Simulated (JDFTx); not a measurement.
Runs of JDFTx 1.7.0 (patched build) on Pd. Symmetry: Fm-3m, No. 225, cubic system. Conventional cell: a = 3.893 Å, b = 3.893 Å, c = 3.893 Å, α = 90.00°, β = 90.00°, γ = 90.00°. Pd (site symmetry m-3m) has 12 Pd at 2.75 Å as nearest neighbours. 

```tsv
task	level	potentials or basis	cell	cutoff (eV)	further solve for the empty bands	gap on the mesh (eV)	pressure (GPa)	V0 of scaled cells (Å³/atom)	B0 (GPa)
equation of state	r2SCAN	SG15-PBE-1.2 with smoothed tails	as given	1088	-	-	-	14.82	191
equation of state	LDA	PseudoDojo-SR-LDA-0.4.1-standard with smoothed tails	as given	1116	-	-	-	(a)	231
single point	PBEsol	PseudoDojo-SR-PBEsol-0.4.1-standard with smoothed tails	cell strained at random at fixed volume	1116	yes	none	-2.9	-	-
single point	PBEsol	PseudoDojo-SR-PBEsol-0.4.1-standard with smoothed tails	as given	1116	yes	none	-3.0	-	-
equation of state	PBEsol	PseudoDojo-SR-PBEsol-0.4.1-standard with smoothed tails	as given	1116	-	-	-	14.53	(b)
```

Alike in all rows: no spin polarisation; k mesh 12 × 12 × 12; smearing fermi-dirac 0.05 eV.

**Question.** Fill in the values left out.

**Answer.** (a) 14.13; (b) 206.

Caveats: this set's palladium file may shift the pressure by some GPa (some runs); the potentials were made for another functional, which shifts forces and pressure (some runs).

A k mesh can miss the band edges, and the runs leave out spin-orbit coupling on Pd.

A gap of «none» marks a metal or a gap under the smearing width.
